**Q:** I need lattice constants for a set of crystals that have little in common: two metals, three semiconductors built from tetrahedra, and SnTe. Someone has computed them with PW91 plus the D3 dispersion correction. May I use them as they stand?

Lattice constants of six crystals, computed with GPAW 26.7.0 using PW91 with D3(BJ) dispersion and plane waves, without spin polarisation or spin–orbit coupling and with 0.05 eV Fermi–Dirac smearing. Each computed constant comes from the minimum-energy volume of a curve fitted to energies at seven volumes, from 94% to 106% of that of the given cell.

```
formula  space group  volume of the given cell (Å³/atom)                                  potentials or basis  wave cutoff (eV)    k-mesh  computed lattice constant (Å)  measured lattice constant (Å)  range of the values found (Å)                   source  computed over measured, less one (%)
      W        Im-3m                               15.85  PAW data sets made by gpaw setup for the functional               600  12x12x12                          3.168                        3.16047             3.16047 to 3.16162  arXiv:2311.02034 (2023)                                  0.24
     Cu        Fm-3m                               11.81  PAW data sets made by gpaw setup for the functional               600  13x13x13                          3.596                          3.615                3.6115 to 3.615  arXiv:2311.10326 (2023)                                 -0.51
    SiC        F-43m                               10.35  PAW data sets made by gpaw setup for the functional               800  10x10x10                          4.364                         4.3589                      one value       pmc:6267454 (2018)                                  0.12
     BP        F-43m                               11.68  PAW data sets made by gpaw setup for the functional               800  10x10x10                          4.522                          4.538               4.534 to 4.53991   arXiv:1407.1677 (2014)                                 -0.35
    GaP        F-43m                               20.24  PAW data sets made by gpaw setup for the functional               600     8x8x8                          5.503                         5.4505                      one value      pmc:10995952 (2024)                                  0.96
   SnTe        Fm-3m                               31.28  PAW data sets made by gpaw setup for the functional               600     6x6x6                          6.332                          6.321                6.3129 to 6.327   arXiv:1304.4869 (2013)                                  0.17
```

**A:** That depends on the accuracy you need. Look first at the last column, the computed lattice constant relative to the measured one. Five of the six crystals lie within about half a percent, and GaP is almost one percent too long. The signs are mixed: Cu and BP come out too short, the others too long.

**Q:** Mixed signs around zero look like a method without a bias. Is that PW91's merit or D3's?

**A:** We can separate them, because D3 depends only on where the atoms sit. It adds an energy to each point of the energy–volume curve and leaves the electron density alone. The program subtracts that energy and finds the new minimum with a cubic through the four largest volumes of each crystal; its output stands below. With D3 left in, the same cubic returns the tabulated constants to within about 0.02%.

One reading enters here. The runs list total energies in eV per atom but dispersion energies simply in eV, so those of the four compounds are taken as per cell of two atoms. If they were per atom, the D3 shifts of those four would be roughly twice as large.

**Q:** And what does PW91 give alone?

**A:** Crystals that are too large, in every row, by 0.3% for BP up to 1.6% for GaP. This is the familiar habit of such gradient-corrected functionals. They favour densities that vary strongly in space, and a stretched crystal has more of that variation than a compact one. D3 then pulls the atoms together, and the mean size of the error falls from 0.9% to 0.4%.

**Q:** Why does D3 shorten some crystals by half a percent and others by about twice as much?

**A:** Think of D3 as a pressure. Its attraction grows as the atoms approach, so it squeezes the crystal from all sides with some pressure P. A solid of bulk modulus B gives way by P/B in volume, and by a third of that in length. The lattice constant therefore shrinks by about P/(3B).

Take SnTe. The D3 pressure is 1.3 GPa and the bulk modulus 43 GPa, so the estimate is 1.3/(3 × 43), or 1.0%. Subtracting D3 from the whole curve gives the same.

**Q:** But 1.3 GPa is the smallest pressure of all six.

**A:** Yes, and SnTe still shrinks more than any other row but Cu, because it is so soft. Tungsten feels a pressure more than three times as large, but it is seven times as stiff and moves only half as far. Copper moves most, by 1.2%, since it combines the largest pressure with a middling stiffness. The simple formula gives 1.1% there; it falls a little short because a crystal softens as it expands, which a fixed B ignores.

So for a neighbouring material, ask two things: how strongly do its atoms attract each other through dispersion, and how stiff is it? A soft crystal can respond strongly to a weak pull.

**Q:** Then D3 repairs PW91, and I should always switch it on?

**A:** It repairs the average. Now look at the scatter of the errors from crystal to crystal: the standard deviation is 0.5% with D3 and without it. Copper receives the largest correction although PW91 alone misses it by only 0.7%. SnTe and GaP both need more than copper and get less.

Theory makes this plausible. D3 supplies the long-range attraction that PW91 lacks, while part of PW91's error arises at short range, within the bonds themselves. The size of one is no guide to the size of the other. SnTe shows how the two can meet: an error of 1.2% and a correction of 1.0% nearly cancel, which doesn't make either part accurate.

**Q:** Copper ends up half a percent too short. Does D3 bind it too strongly?

**A:** It may. The mobile electrons of a metal screen the attraction between distant atoms, and a correction built from pairs of atoms doesn't fully know that. But there is another candidate. The calculation describes atoms at rest, whereas in the measured crystals they vibrate, and vibration usually lengthens the lattice. For copper near room temperature the effect is expected to be comparable with the whole miss.

A fair comparison would shorten each measured value by its own vibrational share. Copper and BP would then look better and the other four worse. The minus sign alone can't convict D3, and a vibrational calculation for copper would be the way to find out.

**Q:** What is wrong with GaP?

**A:** I have a suspicion, not a finding. Its run used 11 bands, as many as those of SiC and BP, whose atoms have no d electrons, while SnTe was given 19. That would fit a gallium atom whose 3d electrons are frozen in the core, although they lie high enough to respond to the bonding. Repeating the curve with those electrons treated as valence would settle it. Until then I wouldn't hold the full 1% against PW91 or D3.

**Q:** My own purpose is a film of BP on SiC. What matters there is the mismatch between the two lattices. Don't the errors cancel?

**A:** Only if both crystals err in the same direction by the same amount, and here they don't. The measured constants give a mismatch of 4.1%. The calculation gives 3.6% with D3 and 3.7% without, so about a tenth of the mismatch is lost either way. This is where the scatter hurts: D3 shifts both lattices by similar amounts, and their difference hardly notices.

**Q:** And if I want energies or stresses instead?

**A:** They differ greatly in how much they forgive. Near its minimum the energy curve is flat, so a small error in length costs energy only as its square. If you put the crystal at its measured size instead of its computed one, the energy rises by less than 5 meV per atom for GaP and by less than 2 meV for each of the others. For many reaction or formation energies that is harmless. It covers only the error in length, though, not the error that the functional makes in the energies themselves.

Stress grows in direct proportion to the error, and stiffness multiplies it. Tungsten's constant is off by only 0.24%, yet three times that strain times 307 GPa makes 2.2 GPa. SnTe has a similar relative error and a tenth of the stress. A stiff material therefore needs the better lattice constant, although its percentage error may look excellent.

**Q:** So for stresses I should take the measured lattice constant?

**A:** No, that is how the false stress gets in. Start from the minimum of the same level of theory that will give you the stress, and apply your strain relative to that. The error in the reference length then largely drops out. Don't take a cell relaxed with D3 and continue without it: for copper you would begin with more than 5 GPa of pressure that no machine has applied.

**Q:** What does each improvement cost?

**A:** D3 costs next to nothing, since it is a sum over atoms beside a full electronic calculation. Finer settings are dearer. Going from the lowest cutoff in the table to the highest means about 1.5 times as many plane waves in the same cell, and halving the spacing of the k-mesh means eight times as many points before symmetry helps. Whether either would change these constants can't be read here, because each crystal was run at one setting only.

**Q:** How would you put this to someone who has to decide today?

**A:** If a lattice constant good to about one percent will do, use PW91 with D3: it was closer than PW91 alone for five of these six crystals, and for BP the two are practically level. If you need energies, the small errors in length will seldom matter, but the choice of level may: D3 itself lowers the energy of these crystals by a few tenths of an eV per atom, which needn't cancel between different substances. Stay with one level throughout, and test it on known energies, which this table doesn't do. If your decision hangs on half a percent, as a film mismatch may, measure the lattice constants or test another functional on your own pair of crystals, because adding D3 won't sharpen the difference.

Output of the analysis:

```
Taking D3 away:
   row  PW91 alone (Å)  its error (%)  error with D3 (%)  shrinkage by D3 (%)
     W           3.183          0.723             0.2383               0.4812
    Cu           3.641         0.7164            -0.5256                1.233
   SiC           4.387         0.6364              0.117               0.5161
    BP           4.551         0.2818            -0.3526               0.6326
   GaP           5.539           1.62             0.9632               0.6459
  SnTe           6.395          1.177              0.174               0.9914
Why and what it means:
   row  inward D3 pressure (GPa)  bulk modulus (GPa)  pressure equal to misfit with D3 (GPa)  energy cost of measured cell (meV/atom)
     W                     4.301               307.2                                   2.196                                   0.7763
    Cu                     5.332               155.7                                  -2.455                                    1.427
   SiC                     3.247                 219                                  0.7689                                  0.08717
    BP                     3.083               167.3                                   -1.77                                   0.6824
   GaP                     1.678               83.68                                   2.418                                    4.414
  SnTe                     1.321               43.34                                  0.2263                                   0.1153
Mean error with D3, %: 0.1024
Mean error of PW91 alone, %: 0.8591
Mean size of error with D3, %: 0.3951
Mean size of error of PW91 alone, %: 0.8591
Scatter (standard deviation) of errors with D3, %: 0.5227
Scatter (standard deviation) of errors of PW91 alone, %: 0.4693
Mean size of error with D3, GaP left out for its suspect data set, %: 0.2815
Mean size of error of PW91 alone, GaP left out for its suspect data set, %: 0.7069
Rows where D3 makes the error smaller: 5
Plane waves at the highest over the lowest cutoff, equal cell: 1.54
Largest miss of the control (cubic with D3 against tabulated constant), %: 0.02325
```
